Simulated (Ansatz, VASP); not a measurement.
**One calculation of BN, two programs**

The input INCAR:

```
  PREC = Accurate
  ENCUT = 520
  EDIFF = 1E-6
  ISMEAR = -1
  SIGMA = 0.05
  LREAL = F
  LASPH = T
  NELM = 100
  ALGO = Normal
  ISIF = 2
  LWAVE = F
  LCHARG = F
  GGA = PE
  NBANDS = 11
```

File KPOINTS:

```
Automatic mesh
0
Gamma
  13 13 13
```

The input POSCAR:

```
BN
1.0
    0.0000000000      3.4603626717      2.1660912400
    1.2391157790      0.0000000000      2.1660912400
    1.2391157790      3.4603626717      0.0000000000
N B
1 1
Direct
    0.6666513400      0.6666513400      0.3333486600
    0.0000486500      0.0000486500      0.9999513500
```

The input input.yaml:

```yaml
crystal:
  lattice:
    - [0.0, 3.4603626717, 2.16609124]
    - [1.239115779, 0.0, 2.16609124]
    - [1.239115779, 3.4603626717, 0.0]
  atoms:
    - { symbol: "N", position: [0.66665134, 0.66665134, 0.33334866] }
    - { symbol: B, position: [4.865e-05, 4.865e-05, 0.99995135] }
kpoints:
  mp_grid: { grid: [13, 13, 13] }
scf:
  occupations: { method: fermi_dirac, width: 0.05 }
hamiltonian:
  xc: pbe
  pseudopotentials: { kind: all_electron, lapw: { basis_error: 0.001 } }
output:
  forces: true
  stress: true
  eigenvalues: true
```

Change from the starting cell: strain = -0.01.

Alike in both runs: task single point; functional PBE; k mesh 13 × 13 × 13; occupations fermi-dirac, width 0.05 eV; no spin polarisation.

```csv
,VASP,Ansatz
version,VASP 6.6.1,Ansatz 0.2.0
potentials or method,"VASP PAW PBE potentials, release 64 (N, B)","all-electron LAPW, scalar-relativistic"
plane-wave cutoff (eV),520,see its input
```

|  | VASP | Ansatz | Ansatz less VASP |
| --- | --- | --- | --- |
| gap on the k mesh at the Fermi level (eV) | 3.86 | 3.86 | +0.001 |
| least direct gap on the mesh (eV) | 4.67 | 4.67 | -0.001 |
| pressure (GPa) | 7.0 | 6.9 | -0.11 |
| largest component of the traceless stress (GPa) | 6.32 | 6.18 | -0.134 |
| rms of the force components (eV/Å) | 0.073 | 0.073 | -0.0002 |

Atom by atom the forces differ by 0.000 eV/Å (rms over components). Ansatz ran all-electron here, so the differences hold the error of VASP's frozen core and of both bases.

Caveats: an odd mesh through Γ misses points on the zone boundary, where band edges often lie.
